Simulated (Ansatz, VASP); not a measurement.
# GaN in two plane-wave programs

Wanted: the spread between two codes on one cell, functional and k mesh. The cell is taken from a series of VASP runs on this material, whose earlier steps may have relaxed, scaled or displaced it; both programs get it as it stands.

Method: plane waves, with VASP 6.6.1 beside it; relaxation of cell and atoms at r2SCAN, in Ansatz 0.2.0.

## 1. The structure

Symmetry: P6_3mc, No. 186, hexagonal system. Conventional cell: a = 3.190 Å, b = 3.190 Å, c = 5.193 Å, α = 90.00°, β = 90.00°, γ = 120.00°. Nearest to Ga lie 4 N at 1.95 to 1.96 Å. N has 4 Ga at 1.95 to 1.96 Å nearest. Farther neighbours and most contacts between anions are not listed.

As a file:

```xyz
4
Lattice="3.1897 0.0000 0.0000 -1.5949 2.7624 0.0000 0.0000 0.0000 5.1932" Properties=species:S:1:pos:R:3 pbc="T T T"
Ga    0.0000    1.8416    0.4759
Ga    1.5949    0.9208    3.0725
N     0.0000    1.8416    2.4324
N     1.5949    0.9208    5.0290
```

## 2. VASP: relaxation of cell and atoms, r2SCAN

The relaxed volume is the usual yardstick between codes: its relative difference is about their pressure difference at one cell divided by the bulk modulus.

Lines of VASP's logs that name or quote its potential files are left out, and so is its time.

The input, INCAR:

```
SYSTEM = GaN
PREC = Accurate
ENCUT = 520
EDIFF = 1E-06
NELM = 100
ISMEAR = 0
SIGMA = 0.03
LREAL = .FALSE.
ALGO = Normal
METAGGA = R2SCAN
LASPH = .TRUE.
NBANDS = 24
LORBIT = 11
LWAVE = .FALSE.
LCHARG = .FALSE.
KPAR = 8
IBRION = 2
NSW = 50
ISIF = 3
EDIFFG = -0.006
```

The input, POSCAR:

```
GaN
1.0
    3.1897496878      0.0000000000      0.0000000000
   -1.5948748439      2.7624042613      0.0000000000
    0.0000000000      0.0000000000      5.1932278434
Ga N
2 2
Direct
    0.3333333333      0.6666666667      0.0916301558
    0.6666666667      0.3333333333      0.5916301558
    0.3333333333      0.6666666667      0.4683698442
    0.6666666667      0.3333333333      0.9683698442
```

The input, KPOINTS:

```
Automatic mesh
0
Gamma
8 8 4
0 0 0
```

Potentials, in the order of the species: Ga_d and N (PBE family, release 64).

Command:

```bash
mpirun -np 8 vasp_std
```

Numbers of over 12 decimals in the logs are rounded to 6 here.

The log of the run:

```text
[banner, memory and clock lines left out]
running    8 mpi-ranks, on    1 nodes
 distrk:  each k-point on    1 cores,    8 groups
 distr:  one band on    1 cores,    1 groups

 POSCAR found type information on POSCAR GaN
 POSCAR found :  2 types and       4 ions
|                                                                             |
|           W    W    AA    RRRRR   N    N  II  N    N   GGGG   !!!           |
|           W    W   A  A   R    R  NN   N  II  NN   N  G    G  !!!           |
|           W    W  A    A  R    R  N N  N  II  N N  N  G       !!!           |
|           W WW W  AAAAAA  RRRRR   N  N N  II  N  N N  G  GGG   !            |
|           WW  WW  A    A  R   R   N   NN  II  N   NN  G    G                |
|           W    W  A    A  R    R  N    N  II  N    N   GGGG   !!!           |
|                                                                             |
|     For optimal performance we recommend to set                             |
|       NCORE = 2 up to number-of-cores-per-socket                            |
|     NCORE specifies how many cores store one orbital (NPAR=cpu/NCORE).      |
|     This setting can greatly improve the performance of VASP for DFT.       |
|     The default, NCORE=1 might be grossly inefficient on modern             |
|     multi-core architectures or massively parallel machines. Do your        |
|     Unfortunately you need to use the default for GW and RPA                |
|     calculations (for HF NCORE is supported but not extensively tested      |
|     yet).                                                                   |
|                                                                             |

|                                                                             |
|               ----> ADVICE to this user running VASP <----                  |
|                                                                             |
|     You enforced a specific xc type in the INCAR file but a different       |
|     [... a line on the potential file left out ...]
|     I HOPE YOU KNOW WHAT YOU ARE DOING!                                     |
|                                                                             |

 LDA part: xc-table for (None), standard interpolation
 POSCAR, INCAR and KPOINTS ok, starting setup
 FFT: planning ... GRIDC
 FFT: planning ... GRID_SOFT
 FFT: planning ... GRID
 WAVECAR not read
 entering main loop
       N       E                     dE             d eps       ncg     rms          rms(c)
DAV:   1     0.255512186668E+03    0.25551E+03   -0.18631E+04  1504   0.286E+03
DAV:   2    -0.190790058375E+02   -0.27459E+03   -0.26332E+03  1584   0.527E+02
DAV:   3    -0.526004768605E+02   -0.33521E+02   -0.33247E+02  1712   0.148E+02
DAV:   4    -0.536346120288E+02   -0.10341E+01   -0.10325E+01  1848   0.294E+01
DAV:   5    -0.536511373677E+02   -0.16525E-01   -0.16521E-01  1712   0.330E+00    0.102E+01
DAV:   6    -0.435817247018E+02    0.10069E+02   -0.89685E+00  2440   0.544E+01    0.309E+00
DAV:   7    -0.438025867319E+02   -0.22086E+00   -0.19975E+00  1624   0.108E+01    0.265E+00
DAV:   8    -0.438256433217E+02   -0.23057E-01   -0.10829E-01  2040   0.704E+00    0.691E-01
DAV:   9    -0.438224723819E+02    0.31709E-02   -0.45638E-02  2336   0.314E+00    0.166E-01
DAV:  10    -0.438227055978E+02   -0.23322E-03   -0.46982E-03  2160   0.790E-01    0.633E-02
DAV:  11    -0.438228577725E+02   -0.15217E-03   -0.41266E-04  1544   0.181E-01    0.241E-02
DAV:  12    -0.438228675255E+02   -0.97529E-05   -0.20937E-05  2040   0.656E-02    0.140E-02
DAV:  13    -0.438228649930E+02    0.25324E-05   -0.34457E-06  1688   0.427E-02    0.674E-03
DAV:  14    -0.438228644836E+02    0.50940E-06   -0.28402E-06  1504   0.138E-02
   1 F= -.43822864E+02 E0= -.43822864E+02  d E =-.438229E+02
 curvature:   0.00 expect dE= 0.000E+00 dE for cont linesearch  0.000E+00
 trial: gam= 0.00000 g(F)=  0.146E-07 g(S)=  0.209E-05 ort = 0.000E+00 (trialstep = 0.100E+01)
 search vector abs. value=  0.211E-05
 reached required accuracy - stopping structural energy minimisation
```

OUTCAR, selected parts (step 2):

```text
ion  position               nearest neighbor table
   1  0.333  0.667  0.092-   4 1.95   4 1.95   4 1.95   3 1.96
   2  0.667  0.333  0.592-   3 1.95   3 1.95   3 1.95   4 1.96
   3  0.333  0.667  0.468-   2 1.95   2 1.95   2 1.95   1 1.96
   4  0.667  0.333  0.968-   1 1.95   1 1.95   1 1.95   2 1.96

  LATTYP: Found a hexagonal cell.
 ALAT       =     3.1897496878
 C/A-ratio  =     1.6280988641

 Subroutine GETGRP returns: Found 12 space group operations
 (whereof  6 operations were pure point group operations)

The static configuration has the point symmetry C_3v.
 The point group associated with its full space group is C_6v.

 Found     30 irreducible k-points:

   k-points           NKPTS =     30   k-points in BZ     NKDIM =     30   number of bands    NBANDS=     24

   dimension x,y,z NGX =    24 NGY =   24 NGZ =   40
   dimension x,y,z NGXF=    48 NGYF=   48 NGZF=   80

   ENCUT  =  520.0 eV  38.22 Ry    6.18 a.u.   5.93  5.93  9.66*2*pi/ulx,y,z

   NELECT =      36.0000    total number of electrons

 k-points in reciprocal lattice and weights: Automatic mesh
   0.00000000  0.00000000  0.00000000       0.004
   0.12500000  0.00000000  0.00000000       0.023
   0.25000000  0.00000000  0.00000000       0.023
   0.37500000  0.00000000  0.00000000       0.023
   0.50000000  0.00000000  0.00000000       0.012
   0.12500000  0.12500000  0.00000000       0.023
   0.25000000  0.12500000  0.00000000       0.047
   0.37500000  0.12500000  0.00000000       0.047
   0.25000000  0.25000000  0.00000000       0.023
[...]
0.25000000  0.25000000  0.50000000       0.023
   0.37500000  0.25000000  0.50000000       0.023

 average (electrostatic) potential at core
       1 -68.2998       2 -68.2998       3 -64.9584       4 -64.9584

 E-fermi :   5.2193

 k-point     1 :       0.0000    0.0000    0.0000
  band No.  band energies     occupation
    ...
     14       3.9753      2.00000
     15       3.9753      2.00000
     16       5.0003      2.00000
     17       5.0361      2.00000
     18       5.0361      2.00000
     19       7.3386      0.00000
     20       9.8069      0.00000
     21      14.9610      0.00000
     22      15.5870      0.00000
     23      15.5871      0.00000
    ...

 k-point     2 :       0.1250    0.0000    0.0000
  band No.  band energies     occupation
    ...
     14       2.9144      2.00000
     15       3.6587      2.00000
     16       3.8791      2.00000
     17       4.8406      2.00000
     18       4.8942      2.00000
     19       8.3904      0.00000
     20      10.6851      0.00000
     21      14.3105      0.00000
     22      14.8440      0.00000
     23      15.9841      0.00000
    ...

 k-point     3 :       0.2500    0.0000    0.0000
  band No.  band energies     occupation
    ...
     14       0.9795      2.00000
     15       2.1179      2.00000
     16       3.0021      2.00000
     17       4.3187      2.00000
     18       4.5274      2.00000
     19       9.7822      0.00000
     20      11.5237      0.00000
     21      12.9772      0.00000
     22      14.2070      0.00000
     23      15.9257      0.00000
    ...

  Total       -0.0053465     -0.0053465      0.0107945      0.0000000     -0.0000000      0.0000000
  in kB       -0.1871967     -0.1871967      0.3779467      0.0000000     -0.0000000      0.0000000
  external PRESSURE =       0.0011844 kB  Pullay stress =       0.0000000 kB

  energy-cutoff  :      520.00
  volume of cell :       45.76
      direct lattice vectors                 reciprocal lattice vectors
     3.189749688  0.000000000  0.000000000     0.313504224  0.181001748  0.000000000
    -1.594874844  2.762404261  0.000000000     0.000000000  0.362003496  0.000000000
     0.000000000  0.000000000  5.193227843     0.000000000  0.000000000  0.192558468

 POSITION                                       TOTAL-FORCE (eV/Angst)
 -----------------------------------------------------------------------------------
     -0.00000      1.84160      0.47586        -0.000000      0.000000      0.000275
      1.59487      0.92080      3.07247        -0.000000      0.000000      0.000275
     -0.00000      1.84160      2.43235         0.000000      0.000000     -0.000275
      1.59487      0.92080      5.02897         0.000000      0.000000     -0.000275
 -----------------------------------------------------------------------------------
    total drift:                                0.000001      0.000003      0.014864

  FREE ENERGIE OF THE ION-ELECTRON SYSTEM (eV)
  ---------------------------------------------------
  free  energy   TOTEN  =       -43.8228644836 eV

  energy  without entropy=      -43.8228644836  energy(sigma->0) =      -43.82286448

 reached required accuracy - stopping structural energy minimisation

 total charge
# of ion       s       p       d       tot
------------------------------------------
    1        0.754   0.874  10.190  11.818
    2        0.754   0.874  10.190  11.818
    3        1.232   2.544   0.000   3.776
    4        1.232   2.544   0.000   3.776
--------------------------------------------------
tot          3.970   6.837  20.380  31.188

[... 3 further parts left out ...]
```

CONTCAR:

```
GaN
   1.00000000000000
     3.1897496878000000    0.0000000000000000    0.0000000000000000
    -1.5948748439000000    2.7624042612999999    0.0000000000000000
     0.0000000000000000    0.0000000000000000    5.1932278433999999
  Ga              N
     2     2
Direct
     0.3333333332999970    0.6666666667000030    0.0916301557999972
     0.6666666667000030    0.3333333332999970    0.5916301557999972
     0.3333333332999970    0.6666666667000030    0.4683698441999979
     0.6666666667000030    0.3333333332999970    0.9683698441999979
```

The gap is read on the k-mesh alone, so it is an upper bound where the band edges lie off the mesh. The PAW data sets were made with PBE, which is usual practice but a small mismatch for other functionals. The run keeps the 12 symmetry operations of its start, so it cannot find a distortion of lower symmetry.

(Part 1 of 2 ends here.)

[Lines on the potential files, build, host, timing and source positions are cut from VASP's logs without a mark.]

[Logs are printed without paths, hosts, clocks, repeated set-up lines and the standing remarks that a program may print on its own settings, such as how far it seeks lower states.]

[Hosts, paths, dates, database ids (printed as entryN), source tags and the programs' standing remarks are cut or masked in the printed files.]
